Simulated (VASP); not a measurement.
The system is Ge.

```
Ge
1.0
    -2.49590    2.65086    1.43695
     2.49590   -2.65086    1.43695
     2.49590    2.65086   -1.43695
Ge
2
Direct
  0.31406 0.06406 0.25000
  0.68594 0.93594 0.75000
```

This isn't the form of Ge at room conditions, which is diamond.

| Property | Result |
| --- | --- |
| Program | VASP 6.6.1 |
| Task | relaxation of cell and atoms |
| Functional | LDA |
| Potentials or basis | VASP PAW LDA potentials, release 64 (Ge_d) |
| Cutoff | 600 eV |
| k mesh | 10 × 10 × 10 |
| Occupations | fermi-dirac, width 0.05 eV |
| Spin | no spin polarisation |

At the start: pressure -3.9 GPa; volume 19.01 Å³/atom.

**Question.** Where does the relaxation end?

**Answer.** Over 40 steps the energy falls by 25.2 meV/atom and the volume is 17.94 Å³/atom (-5.7 %); space group I4_1/amd (No. 141, to 0.05 Å).

Step by step:
```
step  energy change (eV)  largest force (eV/Å)  pressure (GPa)  volume (Å³)
   1              0.0000                0.0493           -3.88        38.03
   2             -0.0288                0.0587            0.98        35.55
   3             -0.0297                0.0598           -0.07        35.89
   4             -0.0297                0.0543            0.68        35.84
   5             -0.0300                0.0658           -1.12        36.22
   6             -0.0301                0.0655           -0.19        36.05
   7             -0.0301                0.0605           -0.60        36.08
   8             -0.0301                0.0703           -0.32        36.06
   9             -0.0312                0.0700           -0.25        36.04
  10             -0.0336                0.0989           -0.18        35.98
  11             -0.0318                0.1389            0.16        35.85
  12             -0.0340                0.1238           -0.07        35.94
  13             -0.0344                0.1199           -0.12        35.93
  14             -0.0353                0.1198            0.05        35.89
  15             -0.0369                0.1149            0.21        35.83
  16             -0.0379                0.0942            0.50        35.68
  17             -0.0382                0.1121            0.50        35.75
  18             -0.0383                0.1010            0.43        35.73
  19             -0.0404                0.0926            0.23        35.81
  20             -0.0424                0.0770            0.05        35.91
  21             -0.0434                0.0449           -0.49        36.12
  22             -0.0435                0.0574           -0.42        36.07
  23             -0.0445                0.0468           -0.04        35.97
  24             -0.0451                0.0393            0.23        35.84
  25             -0.0452                0.0361            0.01        35.78
  26             -0.0451                0.0283            0.61        35.67
  27             -0.0452                0.0360            0.63        35.72
  28             -0.0458                0.0293            0.37        35.75
  29             -0.0474                0.0246            0.17        35.84
  30             -0.0485                0.0197           -0.30        36.01
  31             -0.0491                0.0266           -0.10        35.90
  32             -0.0493                0.0292            0.26        35.79
  33             -0.0493                0.0316            0.18        35.81
  34             -0.0495                0.0245            0.31        35.87
  35             -0.0499                0.0193           -0.26        36.02
  36             -0.0502                0.0126           -0.44        35.97
  37             -0.0504                0.0008            0.14        35.82
  38             -0.0504                0.0058            0.21        35.85
  39             -0.0504                0.0091            0.14        35.88
  40             -0.0504                0.0044            0.01        35.87
```

Final structure:
```yaml
crystal:
  lattice:
    - [-2.53724, 2.54335, 1.38981]
    - [2.53724, -2.54335, 1.38981]
    - [2.53724, 2.54335, -1.38981]
  atoms:
    - { symbol: Ge, position: [0.37209, 0.12209, 0.25000] }
    - { symbol: Ge, position: [0.62791, 0.87791, 0.75000] }
```
